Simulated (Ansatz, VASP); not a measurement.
**Pd in VASP and in Ansatz**

```
CELL_PARAMETERS angstrom
0.00000 1.98078 1.98078
1.98078 0.00000 1.98078
1.98078 1.98078 0.00000
ATOMIC_POSITIONS crystal
Pd 0.00000 0.00000 0.00000
```

Alike in both runs: task single point; functional PBE; k mesh 8 × 8 × 8; occupations gaussian, width 0.05 eV; no spin polarisation.

|  | VASP | Ansatz |
| --- | --- | --- |
| version | VASP 6.6.1 | Ansatz 0.2.0 |
| potentials or method | VASP PAW PBE potentials, release 64 (Pd) | scalar-relativistic, plane waves, PAW |
| plane-wave cutoff (eV) | 520 | 420 |
| valence electrons in the cell | 10 | 18 |

|  | VASP | Ansatz | Ansatz less VASP |
| --- | --- | --- | --- |
| gap on the k mesh at the Fermi level (eV) | none | none | - |
| pressure (GPa) | -1.9 | -1.6 | +0.27 |

A gap of «none» marks a metal or a gap that the smearing closes. With one functional, cell and mesh, what is left measures potentials, basis and numerics. The two sets of potentials don't hold the same shells in valence.
